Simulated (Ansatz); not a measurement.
CaO (rocksalt) was relaxed with r2SCAN, strained in 3 ways (changes of length per length), its atoms relaxed again with r2SCAN, and run with HSE06 in Ansatz. Calculated for a static, non-magnetic cell.

Uniaxial -2.22 % along x, other directions held. Input:
```yaml
crystal:
  lattice:
    - [0.0, 2.3975501188, 2.3975501188]
    - [2.3443245062, 0.0, 2.3975501188]
    - [2.3443245062, 2.3975501188, 0.0]
  atoms:
    - { symbol: Ca, position: [0.0, 0.0, 0.0] }
    - { symbol: O, position: [0.5, 0.5, 0.5] }
kpoints:
  mp_grid: { grid: [6, 6, 6] }
  band_path:
    path:
      - [0.0, 0.0, 0.0]
      - [0.5, 0.0, 0.5]
      - [0.625, 0.25, 0.625]
      - [0.375, 0.375, 0.75]
      - [0.5, 0.5, 0.5]
      - [0.5, 0.25, 0.75]
      - [0.0, 0.5, 0.5]
    npoints: 1
hamiltonian:
  xc: hse06
scf:
  occupations: { method: fixed }
  n_extra_bands: 4
output:
  forces: true
  stress: true
  eigenvalues: true
  write_density: true
  write_potential: true
  elf: true
  volumetric_format: npy
```

Main results, then levels in eV from the Fermi energy at the points of the path (names of the unstrained zone, bands numbered from 0):
```
Crystal: 2 atoms, lattice volume = 26.952 Å³
Basis set: ecut = 420 eV, 535 PW (Γ)
Symmetry: 16 space group operations
Space group: I4/mmm (ITA 139)
k-points: 30 of 216
Free energy (F): -2388.295762 eV
Fermi energy:    6.979891 eV
--- Stress (GPa, compression-positive) ---
        5.921147       0.000000       0.000000
        0.000000       1.656851       0.000000
        0.000000       0.000000       1.656851
  P = ⅓ Tr σ = 3.0783 GPa (30.783 kbar)
```
```tsv
point	band_3	band_4	band_5	band_6	band_7	band_8	band_9	band_10
Γ	-19.356	-17.109	-0.043	-0.043	0.000	6.463	8.192	8.192
X	-19.600	-16.855	-1.499	-0.442	-0.404	5.312	10.332	11.302
U	-19.538	-16.315	-1.477	-1.387	-0.885	6.974	10.193	10.915
K	-19.538	-16.315	-1.477	-1.387	-0.885	6.974	10.193	10.915
L	-19.398	-15.564	-2.901	-1.350	-1.334	9.170	10.278	10.733
W	-19.832	-16.218	-1.509	-1.215	-1.215	8.394	8.394	10.649
(0,1/2,1/2)	-19.644	-16.854	-1.367	-0.481	-0.481	5.227	10.379	11.287
```

With HSE06 the valence top lies at Γ and the conduction bottom at X, 5.23 eV higher; the smallest vertical gap, at X, is 5.71 eV. With the atoms held, the mean pressure is +3.1 GPa (compression positive). The stress of a hybrid is loosely converged here.

**Question.** Xy shear, engineering strain (angle) -1.61 % gives these blocks instead:
```yaml
crystal:
  lattice:
    - [-0.0193002785, 2.3975501188, 2.3975501188]
    - [2.3975501188, -0.0193002785, 2.3975501188]
    - [2.3782498404, 2.3782498404, 0.0]
  atoms:
    - { symbol: Ca, position: [0.0, 0.0, 0.0] }
    - { symbol: O, position: [0.5, 0.5, 0.5] }
kpoints:
  mp_grid: { grid: [6, 6, 6] }
  band_path:
    path:
      - [0.0, 0.0, 0.0]
      - [0.5, 0.0, 0.5]
      - [0.625, 0.25, 0.625]
      - [0.375, 0.375, 0.75]
      - [0.5, 0.5, 0.5]
      - [0.5, 0.25, 0.75]
      - [0.5, 0.5, 0.0]
    npoints: 1
output:
  forces: true
  stress: true
  eigenvalues: true
```
What comes out?

**Answer.**
```
Crystal: 2 atoms, lattice volume = 27.562 Å³
Basis set: ecut = 420 eV, 537 PW (Γ)
Symmetry: 8 space group operations
Space group: Immm (ITA 71)
k-points: 46 of 216
Free energy (F): -2388.305128 eV
Fermi energy:    6.734894 eV
--- Stress (GPa, compression-positive) ---
        0.224669       1.307295       0.000000
        1.307295       0.224669       0.000000
        0.000000       0.000000       0.196444
  P = ⅓ Tr σ = 0.2153 GPa (2.153 kbar)
```
```tsv
point	band_3	band_4	band_5	band_6	band_7	band_8	band_9	band_10
Γ	-19.478	-17.064	-0.055	-0.029	0.000	6.277	8.093	8.183
X	-19.723	-16.806	-1.469	-0.449	-0.449	5.283	10.167	11.139
U	-19.653	-16.343	-1.455	-1.349	-0.868	6.886	10.057	10.759
K	-19.658	-16.346	-1.444	-1.345	-0.918	6.932	10.010	10.784
L	-19.529	-15.645	-2.843	-1.350	-1.290	9.065	10.091	10.575
W	-19.926	-16.316	-1.409	-1.171	-1.170	8.188	8.188	10.583
(1/2,1/2,0)	-19.716	-16.806	-1.469	-0.488	-0.409	5.283	10.172	11.144
```
With HSE06 the valence top lies at Γ and the conduction bottom at X, 5.28 eV higher; the smallest vertical gap, at X, is 5.69 eV. The mean pressure at these positions is +0.2 GPa, compression counted positive. The stress of a hybrid is loosely converged here.

Epitaxial +1.54 % in the plane normal to [111], free normal strain -0.90 %. These blocks change:
```yaml
crystal:
  lattice:
    - [-0.0389607241, 2.3955116665, 2.3955116665]
    - [2.3955116665, -0.0389607241, 2.3955116665]
    - [2.3955116665, 2.3955116665, -0.0389607241]
  atoms:
    - { symbol: Ca, position: [0.0, 0.0, 0.0] }
    - { symbol: O, position: [0.5, 0.5, 0.5] }
```

```
Crystal: 2 atoms, lattice volume = 28.164 Å³
Basis set: ecut = 420 eV, 537 PW (Γ)
Symmetry: 12 space group operations
Space group: R-3m (ITA 166)
k-points: 32 of 216
Free energy (F): -2388.297865 eV
Fermi energy:    6.531899 eV
--- Stress (GPa, compression-positive) ---
       -2.181104       1.249932       1.249932
        1.249932      -2.181104       1.249932
        1.249932       1.249932      -2.181104
  P = ⅓ Tr σ = -2.1811 GPa (-21.811 kbar)
```
```tsv
point	band_3	band_4	band_5	band_6	band_7	band_8	band_9	band_10
Γ	-19.619	-17.048	-0.080	-0.080	0.000	6.054	7.999	7.999
X	-19.838	-16.789	-1.506	-0.520	-0.440	5.254	9.959	10.974
U	-19.788	-16.375	-1.450	-1.372	-0.927	6.857	9.854	10.577
K	-19.788	-16.375	-1.450	-1.372	-0.927	6.857	9.854	10.577
L	-19.677	-15.741	-2.810	-1.357	-1.357	8.959	9.879	10.539
W	-20.014	-16.350	-1.401	-1.217	-1.176	8.058	8.108	10.385
(0,1/2,1/2)	-19.838	-16.789	-1.506	-0.520	-0.440	5.254	9.959	10.974
```

The HSE06 gap is indirect, 5.25 eV (Γ to X), below the direct gap of 5.69 eV at X. With the atoms held, the mean pressure is -2.2 GPa (compression positive). (The program warns that its thresholds are loose for a hybrid's stress.)

The meshes of the hybrids are coarse, so their gaps aren't converged to the digits shown.
